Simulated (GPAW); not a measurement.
Runs of GPAW 26.7.0 on CuO. The structure is orthorhombic, space group Cccm (No. 66). Conventional cell: a = 3.982 Å, b = 4.307 Å, c = 5.156 Å, α = 90.00°, β = 90.00°, γ = 90.00°. Cu (site symmetry 2/m) has 4 O at 1.95 Å as nearest neighbours. Around O (site symmetry 222) lie 4 Cu at 1.95 Å. Measurements of this composition are mostly on another form, of space group No. 15.

| level | U | pressure (GPa) |
| --- | --- | --- |
| PBEsol+U | Cu d U = 3 eV | -3.9 |
| PBEsol+U | Cu d U = 1 eV | -3.8 |
| PBEsol+U | Cu d U = 8 eV | (b) |
| PBEsol+U | Cu d U = 2 eV | -3.9 |
| PBEsol | - | -3.7 |
| PBEsol+U | Cu d U = 4 eV | (a) |
| PBEsol+U | Cu d U = 6 eV | -4.1 |

Alike in all rows: task band structure; potentials or basis PAW data sets generated in the run's folder for this functional, pw; no spin polarisation; cell as given; k mesh 7 × 7 × 4; cutoff (eV) 800; smearing fermi-dirac 0.05 eV.

Q: Fill in the values left out.

A: (a) -4.0; (b) -4.3.

Caveats: with this Cu data set, volumes or pressures lay over 1.5 % or 2 GPa off other programs in two to four cells of ten; the run has no spin polarisation, though such a crystal can be magnetic; U without spin polarisation on a metal has little footing (some runs).
